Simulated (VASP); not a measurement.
# InP (F-43m) in VASP: a series of runs

Runs on InP. Level: HSE06. Tasks: single point.

Everything below comes from runs of VASP 6.6.1. Logs are shortened: lines on timing, memory, paths and dates and some standing lists are left out, and cuts for length are marked.

## Step 1: The crystal as given

Symmetry: F-43m, No. 216, cubic system. Conventional cell: a = 5.861 Å, b = 5.861 Å, c = 5.861 Å, α = 90.00°, β = 90.00°, γ = 90.00°. In (site symmetry -43m) has 4 P at 2.54 Å as nearest neighbours. Around P (site symmetry -43m) lie 4 In at 2.54 Å.

## Step 2: Single point, HSE06

File POSCAR:

```
InP
1.0
    0.0000000000      2.9305000000      2.9305000000
    2.9305000000      0.0000000000      2.9305000000
    2.9305000000      2.9305000000      0.0000000000
In P
1 1
Direct
    0.0000000000      0.0000000000      0.0000000000
    0.7500000000      0.7500000000      0.7500000000
```

File INCAR.step1:

```
SYSTEM = InP
  ALGO = Normal
  EDIFF = 1E-5
  ENCUT = 350
  GGA = PE
  ISIF = 2
  ISMEAR = 0
  LASPH = .True.
  LCHARG = .False.
  LREAL = .False.
  LWAVE = .True.
  NBANDS = 17
  NELM = 100
  NKRED = 1
  PREC = Accurate
  SIGMA = 0.01
```

File INCAR.step2:

```
SYSTEM = InP
  ALGO = Normal
  EDIFF = 1E-6
  ENCUT = 350
  GGA = PE
  HFSCREEN = 0.2
  ISIF = 2
  ISMEAR = 0
  ISTART = 1
  LASPH = .True.
  LCHARG = .False.
  LHFCALC = .True.
  LREAL = .False.
  LWAVE = .False.
  NBANDS = 17
  NELM = 100
  NKRED = 1
  PREC = Accurate
  PRECFOCK = Fast
  SIGMA = 0.01
```

File KPOINTS:

```
k-points
0
Gamma
  3 3 3
  0 0 0
```

Potentials or basis: VASP PAW PBE potentials, release 64 (In_d, P).

Command:

```sh
> cat potpaw_PBE.64/In_d/POTCAR potpaw_PBE.64/P/POTCAR > POTCAR
> cp INCAR.step1 INCAR
> mpirun -np 1 vasp_std > vasp.out
> cp INCAR.step2 INCAR
> mpirun -np 1 vasp_std > vasp.out
```

OUTCAR:

```text
SYSTEM = InP
   EDIFF = 1E-6
   ENCUT = 350
   GGA = PE
   HFSCREEN = 0.2
   ISIF = 2
   ISMEAR = 0
   ISTART = 1
   LASPH = .True.
   LHFCALC = .True.
   LREAL = .False.
   NELM = 100
   NKRED = 1
   PREC = Accurate
   PRECFOCK = Fast

 Found      4 irreducible k-points:

 Following reciprocal coordinates:
            Coordinates               Weight
  0.000000  0.000000  0.000000      1.000000
  0.333333  0.000000  0.000000      8.000000
  0.333333  0.333333  0.000000      6.000000
 -0.333333  0.333333  0.000000     12.000000
   k-points           NKPTS =      4   k-points in BZ     NKDIM =     27   number of bands    NBANDS=     17
   number of dos      NEDOS =    301   number of ions     NIONS =      2
   total plane-waves  NPLWV =  21952
   dimension x,y,z NGX =    28 NGY =   28 NGZ =   28
   dimension x,y,z NGXF=    56 NGYF=   56 NGZF=   56
   ions per type =               1   1
   NGX,Y,Z   is equivalent  to a cutoff of  11.23, 11.23, 11.23 a.u.
   NGXF,Y,Z  is equivalent  to a cutoff of  22.46, 22.46, 22.46 a.u.
 SYSTEM =  InP
   PREC   = accura    normal or accurate (medium, high low for compatibility)
   ISTART =      1    job   : 0-new  1-cont  2-samecut
   ICHARG =      0    charge: 1-file 2-atom 10-const
   ISPIN  =      1    spin polarized calculation?
   LNONCOLLINEAR =      F non collinear calculations
   LSORBIT =      F    spin-orbit coupling
   LASPH  =      T    aspherical Exc in radial PAW
   ENCUT  =  350.0 eV  25.72 Ry    5.07 a.u.   6.32  6.32  6.32*2*pi/ulx,y,z
   NELM   =    100;   NELMIN=  2; NELMDL=  0     # of ELM steps
   EDIFF  = 0.1E-05   stopping-criterion for ELM
   LREAL  =      F    real-space projection
   EDIFFG = 0.1E-04   stopping-criterion for IOM
   NSW    =      0    number of steps for IOM
   IBRION =     -1    ionic relax: 0-MD 1-quasi-New 2-CG
   NFREE  =      0    steps in history (QN), initial steepest desc. (CG)
   ISIF   =      2    stress and relaxation
   ISYM   =      3    0-nonsym 1-usesym 2-fastsym
   POTIM  = 0.5000    time-step for ionic-motion
   TEBEG  =    0.0;   TEEND  =   0.0 temperature during run
   PSTRESS=    0.0 pullay stress
   NELECT =      18.0000    total number of electrons
   NUPDOWN=      -1.0000    fix difference up-down
   EMIN   =  10.00;   EMAX   =-10.00  energy-range for DOS
   EFERMI =   0.00;   METHOD = LEGACY
   ISMEAR =     0;   SIGMA  =   0.01  broadening in eV -4-tet -1-fermi 0-gaus
   EFERMI_NEDOS =   21; number of points for ismear=-14 and -15
   IALGO  =     38    algorithm
   IMIX   =      1    mixing-type and parameters
     AMIX     =   0.40;   BMIX     =  1.00
     AMIX_MAG =   1.60;   BMIX_MAG =  1.00
  volume/ion in A,a.u.               =      25.17       169.83
  Fermi-wavevector in a.u.,A,eV,Ry     =   1.162021  2.195901 18.371846  1.350293
  Thomas-Fermi vector in A             =   2.298587
   LORBIT       =      0    0 simple, 1 ext, 2 COOP (PROOUT), +10 PAW based schemes
   GGA     = PE    functional components
   LHFCALC =     T    Hartree Fock is set to
   PRECFOCK=fast      Normal, Fast or Accurate (Low or Medium for compatibility)
   ENCUT4O =  -1.0   cutoff for four orbital integrals eV
   NKREDX  =     1    reduce k-point grid by
   NKREDY  =     1    reduce k-point grid by
   NKREDZ  =     1    reduce k-point grid by
   AEXX    =    0.2500 exact exchange contribution
   HFSCREEN=    0.2000 screening length (either q_TF or 0.3 A-1)
   HFSCREENC=   0.2000 screening length for correlation (either q_TF or 0.3 A-1)
   ENCUTFOCK=  -1.0 apply spherical cutoff to Coloumb kernel
   IVDW    =     0    specifies the selected vdW correction
   LEPSILON=     F    determine dielectric tensor
   LRPA    =     F    only Hartree local field effects (RPA)
 non-spin polarized calculation
 Gauss-broadening in eV      SIGMA  =   0.01
  energy-cutoff  :      350.00
  volume of cell :       50.33
 maximum number of plane-waves:       751
 NGX is ok and might be reduce to    28
  NGX = 14; NGY = 14; NGZ = 14

 number of electron      17.9999990 magnetization

 Free energy of the ion-electron system (eV)
  ---------------------------------------------------
  ext. energy  EPLUGINS =         0.00000000
  ---------------------------------------------------
  free energy    TOTEN  =        -9.65970375 eV

  energy without entropy =       -9.65970375  energy(sigma->0) =       -9.65970375

 E-fermi :   4.9308     XC(G=0):  -7.6714

 val. band max:        4.8075896795   @ k =   0.0000   0.0000   0.0000
 cond. band min:       6.4312412004   @ k =   0.0000   0.0000   0.0000
 fundamental gap:      1.6236515209
 Fermi energy:         4.9308304605

 k-point     1 :       0.0000    0.0000    0.0000
  band No.  band energies     occupation
      1     -11.1293      2.00000
      2     -11.1293      2.00000
      3     -11.1293      2.00000
      4     -10.9697      2.00000
      5     -10.9697      2.00000
      6      -7.8834      2.00000
[... 9 lines left out ...]
     16      15.3349      0.00000
     17      17.0041      0.00000

 k-point     2 :       0.3333    0.0000    0.0000
  band No.  band energies     occupation
      1     -11.2125      2.00000
      2     -11.0966      2.00000
      3     -11.0966      2.00000
      4     -10.9638      2.00000
      5     -10.9638      2.00000
      6      -6.6621      2.00000
[... 9 lines left out ...]
     16      14.9611      0.00000
     17      19.9887      0.00000

 k-point     3 :       0.3333    0.3333    0.0000
  band No.  band energies     occupation
      1     -11.2674      2.00000
      2     -11.0510      2.00000
      3     -11.0510      2.00000
      4     -11.0063      2.00000
      5     -10.9447      2.00000
      6      -6.2429      2.00000
[... 9 lines left out ...]
     16      19.3576      0.00000
     17      20.3749      0.00000

 k-point     4 :      -0.3333    0.3333    0.0000
  band No.  band energies     occupation
      1     -11.2634      2.00000
      2     -11.0661      2.00000
      3     -11.0492      2.00000
      4     -10.9839      2.00000
      5     -10.9587      2.00000
      6      -5.4469      2.00000
[... 9 lines left out ...]
     16      19.1981      0.00000
     17      20.1015      0.00000

------------------------ aborting loop because EDIFF is reached ----------------------------------------

  FORCE on cell =-STRESS in cart. coord.  units (eV):
  Direction    XX          YY          ZZ          XY          YZ          ZX
  --------------------------------------------------------------------------------------
  -------------------------------------------------------------------------------------
  Total        0.6023678      0.6023678      0.6023678      0.0000000      0.0000000     -0.0000000
  in kB       19.1741947     19.1741947     19.1741947      0.0000000      0.0000000     -0.0000000
  external PRESSURE =      19.1741947 kB  Pullay stress =       0.0000000 kB

 VOLUME and BASIS-vectors are now :
 -----------------------------------------------------------------------------
  energy-cutoff  :      350.00
  volume of cell :       50.33
      direct lattice vectors                 reciprocal lattice vectors
     0.000000000  2.930500000  2.930500000    -0.170619348  0.170619348  0.170619348
     2.930500000  0.000000000  2.930500000     0.170619348 -0.170619348  0.170619348
     2.930500000  2.930500000  0.000000000     0.170619348  0.170619348 -0.170619348

 POSITION                                       TOTAL-FORCE (eV/Angst)
 -----------------------------------------------------------------------------------
      0.00000      0.00000      0.00000         0.000000      0.000000      0.000000
      4.39575      4.39575      4.39575        -0.000000     -0.000000     -0.000000
 -----------------------------------------------------------------------------------
    total drift:                               -0.000129     -0.000150     -0.000086

  FREE ENERGIE OF THE ION-ELECTRON SYSTEM (eV)
  ---------------------------------------------------
  free  energy   TOTEN  =        -9.6597037502 eV

  energy  without entropy=       -9.6597037502  energy(sigma->0) =       -9.65970375
```

Run time: 25 s. Hardware: 1 thread of Intel Xeon Platinum 8488C (Sapphire Rapids), shared host; peak memory 0.24 GiB.

These settings aren't checked as converged: the numbers below hold their error.

Results:

```
Free energy            : -9.6597 eV
Pressure               : 1.9 GPa
Band gap on the k mesh : 1.62 eV, direct
```

Caveat: the k mesh is coarse (spacing up to 0.62 Å⁻¹), so the values aren't converged, least of all with exact exchange; the PAW data sets were made with another functional, which shifts forces and pressure a little; spin-orbit coupling is left out, which moves the levels of the heavy elements.

## Step 3: Single point, HSE06

POSCAR is that of step 2.

INCAR.step1 is that of step 2.

Edit INCAR.step2 of step 2 so:

```diff
@@ -18,3 +18,3 @@
   PREC = Accurate
-  PRECFOCK = Fast
+  PRECFOCK = Medium
   SIGMA = 0.01
```

KPOINTS is that of step 2.

Potentials or basis: VASP PAW PBE potentials, release 64 (In_d, P).

Command:

```sh
> cat potpaw_PBE.64/In_d/POTCAR potpaw_PBE.64/P/POTCAR > POTCAR
> cp INCAR.step1 INCAR
> mpirun -np 1 vasp_std > vasp.out
> cp INCAR.step2 INCAR
> mpirun -np 1 vasp_std > vasp.out
```

OUTCAR:

```text
SYSTEM = InP
   EDIFF = 1E-6
   ENCUT = 350
   GGA = PE
   HFSCREEN = 0.2
   ISIF = 2
   ISMEAR = 0
   ISTART = 1
   LASPH = .True.
   LHFCALC = .True.
   LREAL = .False.
   NELM = 100
   NKRED = 1
   PREC = Accurate
   PRECFOCK = Medium

 Found      4 irreducible k-points:

 Following reciprocal coordinates:
            Coordinates               Weight
  0.000000  0.000000  0.000000      1.000000
  0.333333  0.000000  0.000000      8.000000
  0.333333  0.333333  0.000000      6.000000
 -0.333333  0.333333  0.000000     12.000000
   k-points           NKPTS =      4   k-points in BZ     NKDIM =     27   number of bands    NBANDS=     17
   number of dos      NEDOS =    301   number of ions     NIONS =      2
   total plane-waves  NPLWV =  21952
   dimension x,y,z NGX =    28 NGY =   28 NGZ =   28
   dimension x,y,z NGXF=    56 NGYF=   56 NGZF=   56
   ions per type =               1   1
   NGX,Y,Z   is equivalent  to a cutoff of  11.23, 11.23, 11.23 a.u.
   NGXF,Y,Z  is equivalent  to a cutoff of  22.46, 22.46, 22.46 a.u.
 SYSTEM =  InP
   PREC   = accura    normal or accurate (medium, high low for compatibility)
   ISTART =      1    job   : 0-new  1-cont  2-samecut
   ICHARG =      0    charge: 1-file 2-atom 10-const
   ISPIN  =      1    spin polarized calculation?
   LNONCOLLINEAR =      F non collinear calculations
   LSORBIT =      F    spin-orbit coupling
   LASPH  =      T    aspherical Exc in radial PAW
   ENCUT  =  350.0 eV  25.72 Ry    5.07 a.u.   6.32  6.32  6.32*2*pi/ulx,y,z
   NELM   =    100;   NELMIN=  2; NELMDL=  0     # of ELM steps
   EDIFF  = 0.1E-05   stopping-criterion for ELM
   LREAL  =      F    real-space projection
   EDIFFG = 0.1E-04   stopping-criterion for IOM
   NSW    =      0    number of steps for IOM
   IBRION =     -1    ionic relax: 0-MD 1-quasi-New 2-CG
   NFREE  =      0    steps in history (QN), initial steepest desc. (CG)
   ISIF   =      2    stress and relaxation
   ISYM   =      3    0-nonsym 1-usesym 2-fastsym
   POTIM  = 0.5000    time-step for ionic-motion
   TEBEG  =    0.0;   TEEND  =   0.0 temperature during run
   PSTRESS=    0.0 pullay stress
   NELECT =      18.0000    total number of electrons
   NUPDOWN=      -1.0000    fix difference up-down
   EMIN   =  10.00;   EMAX   =-10.00  energy-range for DOS
   EFERMI =   0.00;   METHOD = LEGACY
   ISMEAR =     0;   SIGMA  =   0.01  broadening in eV -4-tet -1-fermi 0-gaus
   EFERMI_NEDOS =   21; number of points for ismear=-14 and -15
   IALGO  =     38    algorithm
   IMIX   =      1    mixing-type and parameters
     AMIX     =   0.40;   BMIX     =  1.00
     AMIX_MAG =   1.60;   BMIX_MAG =  1.00
  volume/ion in A,a.u.               =      25.17       169.83
  Fermi-wavevector in a.u.,A,eV,Ry     =   1.162021  2.195901 18.371846  1.350293
  Thomas-Fermi vector in A             =   2.298587
   LORBIT       =      0    0 simple, 1 ext, 2 COOP (PROOUT), +10 PAW based schemes
   GGA     = PE    functional components
   LHFCALC =     T    Hartree Fock is set to
   PRECFOCK=medium    Normal, Fast or Accurate (Low or Medium for compatibility)
   ENCUT4O =  -1.0   cutoff for four orbital integrals eV
   NKREDX  =     1    reduce k-point grid by
   NKREDY  =     1    reduce k-point grid by
   NKREDZ  =     1    reduce k-point grid by
   AEXX    =    0.2500 exact exchange contribution
   HFSCREEN=    0.2000 screening length (either q_TF or 0.3 A-1)
   HFSCREENC=   0.2000 screening length for correlation (either q_TF or 0.3 A-1)
   ENCUTFOCK=  -1.0 apply spherical cutoff to Coloumb kernel
   IVDW    =     0    specifies the selected vdW correction
   LEPSILON=     F    determine dielectric tensor
   LRPA    =     F    only Hartree local field effects (RPA)
 non-spin polarized calculation
 Gauss-broadening in eV      SIGMA  =   0.01
  energy-cutoff  :      350.00
  volume of cell :       50.33
 maximum number of plane-waves:       751
 NGX is ok and might be reduce to    28

 number of electron      17.9999990 magnetization

 Free energy of the ion-electron system (eV)
  ---------------------------------------------------
  ext. energy  EPLUGINS =         0.00000000
  ---------------------------------------------------
  free energy    TOTEN  =        -9.65894794 eV

  energy without entropy =       -9.65894794  energy(sigma->0) =       -9.65894794

 E-fermi :   4.9298     XC(G=0):  -7.6714

 val. band max:        4.8074967018   @ k =   0.0000   0.0000   0.0000
 cond. band min:       6.4314332382   @ k =   0.0000   0.0000   0.0000
 fundamental gap:      1.6239365365
 Fermi energy:         4.9297842621

 k-point     1 :       0.0000    0.0000    0.0000
  band No.  band energies     occupation
      1     -11.1316      2.00000
      2     -11.1316      2.00000
      3     -11.1316      2.00000
      4     -10.9722      2.00000
      5     -10.9722      2.00000
      6      -7.8833      2.00000
[... 9 lines left out ...]
     16      15.3349      0.00000
     17      17.0042      0.00000

 k-point     2 :       0.3333    0.0000    0.0000
  band No.  band energies     occupation
      1     -11.2147      2.00000
      2     -11.0989      2.00000
      3     -11.0989      2.00000
      4     -10.9664      2.00000
      5     -10.9664      2.00000
      6      -6.6621      2.00000
[... 9 lines left out ...]
     16      14.9610      0.00000
     17      19.9886      0.00000

 k-point     3 :       0.3333    0.3333    0.0000
  band No.  band energies     occupation
      1     -11.2696      2.00000
      2     -11.0534      2.00000
      3     -11.0534      2.00000
      4     -11.0088      2.00000
      5     -10.9473      2.00000
      6      -6.2430      2.00000
[... 9 lines left out ...]
     16      19.3577      0.00000
     17      20.3750      0.00000

 k-point     4 :      -0.3333    0.3333    0.0000
  band No.  band energies     occupation
      1     -11.2656      2.00000
      2     -11.0685      2.00000
      3     -11.0516      2.00000
      4     -10.9865      2.00000
      5     -10.9613      2.00000
      6      -5.4470      2.00000
[... 9 lines left out ...]
     16      19.1982      0.00000
     17      20.1015      0.00000

------------------------ aborting loop because EDIFF is reached ----------------------------------------

  FORCE on cell =-STRESS in cart. coord.  units (eV):
  Direction    XX          YY          ZZ          XY          YZ          ZX
  --------------------------------------------------------------------------------------
  -------------------------------------------------------------------------------------
  Total        0.5962962      0.5962962      0.5962962     -0.0000000      0.0000000      0.0000000
  in kB       18.9809297     18.9809297     18.9809297     -0.0000000      0.0000000      0.0000000
  external PRESSURE =      18.9809297 kB  Pullay stress =       0.0000000 kB

 VOLUME and BASIS-vectors are now :
 -----------------------------------------------------------------------------
  energy-cutoff  :      350.00
  volume of cell :       50.33
      direct lattice vectors                 reciprocal lattice vectors
     0.000000000  2.930500000  2.930500000    -0.170619348  0.170619348  0.170619348
     2.930500000  0.000000000  2.930500000     0.170619348 -0.170619348  0.170619348
     2.930500000  2.930500000  0.000000000     0.170619348  0.170619348 -0.170619348

 POSITION                                       TOTAL-FORCE (eV/Angst)
 -----------------------------------------------------------------------------------
      0.00000      0.00000      0.00000        -0.000000     -0.000000     -0.000000
      4.39575      4.39575      4.39575         0.000000      0.000000      0.000000
 -----------------------------------------------------------------------------------
    total drift:                               -0.000123     -0.000147     -0.000087

  FREE ENERGIE OF THE ION-ELECTRON SYSTEM (eV)
  ---------------------------------------------------
  free  energy   TOTEN  =        -9.6589479380 eV

  energy  without entropy=       -9.6589479380  energy(sigma->0) =       -9.65894794
```

Wall time 2 min (1 thread of Intel Xeon Platinum 8488C (Sapphire Rapids), shared host); peak memory 0.25 GiB.

The run converged, but some of its settings lie outside the range that counts as converged, so its numbers aren't taken as properties of the crystal.

Results:

```
Free energy            : -9.6589 eV
Pressure               : 1.9 GPa
Band gap on the k mesh : 1.62 eV, direct
```

Caveat: the k mesh is coarse (spacing up to 0.62 Å⁻¹), so the values aren't converged, least of all with exact exchange; the PAW data sets were made with another functional, which shifts forces and pressure a little; spin-orbit coupling is left out, which moves the levels of the heavy elements.

## Step 4: Single point, HSE06

POSCAR is that of step 3.

Edit INCAR.step1 of step 3 so:

```diff
@@ -3,3 +3,3 @@
   EDIFF = 1E-5
-  ENCUT = 350
+  ENCUT = 400
   GGA = PE
```

Edit INCAR.step2 of step 3 so:

```diff
@@ -3,3 +3,3 @@
   EDIFF = 1E-6
-  ENCUT = 350
+  ENCUT = 400
   GGA = PE
@@ -18,3 +18,3 @@
   PREC = Accurate
-  PRECFOCK = Medium
+  PRECFOCK = Fast
   SIGMA = 0.01
```

KPOINTS is that of step 3.

Command:

```sh
> cat potpaw_PBE.64/In_d/POTCAR potpaw_PBE.64/P/POTCAR > POTCAR
> cp INCAR.step1 INCAR
> mpirun -np 1 vasp_std > vasp.out
> cp INCAR.step2 INCAR
> mpirun -np 1 vasp_std > vasp.out
```

It took 49 s on 1 thread of Intel Xeon Platinum 8488C (Sapphire Rapids), shared host; peak memory 0.24 GiB.

These settings aren't checked as converged: the numbers below hold their error.

Results:

| Item | Value |
| --- | --- |
| Free energy | -9.6625 eV |
| Pressure | 2.2 GPa |
| Band gap on the k mesh | 1.62 eV, direct |

Caveat: the k mesh is coarse (spacing up to 0.62 Å⁻¹), so the values aren't converged, least of all with exact exchange; the PAW data sets were made with another functional, which shifts forces and pressure a little; spin-orbit coupling is left out, which moves the levels of the heavy elements.

(Part 1 of 2 ends here.)
